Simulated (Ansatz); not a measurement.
PtSe2 (Sudovikovite):

```xyz
3
Lattice="3.7240 0.0000 0.0000 -1.8620 3.2251 0.0000 0.0000 0.0000 5.0620" Properties=species:S:1:pos:R:3 pbc="T T T"
Pt    0.0000    0.0000    0.0000
Se    1.8620    1.0750    3.7965
Se    0.0000    2.1501    1.2655
```

Base run:

* Program: Ansatz 0.2.0
* Functional: PBE
* Potentials or basis: Ansatz PAW
* Cutoff: 250 eV
* Density cutoff: 1000 eV
* k mesh: 8 × 8 × 5
* Occupations: fermi-dirac, width 0.05 eV
* Spin: no spin polarisation

Its results: band gap on the k mesh none (metal or under the smearing width); pressure 7.3 GPa; largest force 0.581 eV/Å.

Problem. The run is repeated on the same cell with these changes: potentials or basis from Ansatz PAW to JTH PAW; cutoff from 250 eV to 750 eV (not typed: the program's choice for these potentials); valence electrons from 50 to 22. What comes out?

Solution. Band gap on the k mesh none (metal or under the smearing width); pressure 7.9 GPa; largest force 0.685 eV/Å.

Caveats: the pressure holds a Pulay correction of +44.4 GPa for the finite cutoff (some runs); the cutoff lies under the one recommended for these potentials (some runs); spin-orbit coupling is left out, which moves the levels of the heavy elements (some runs).
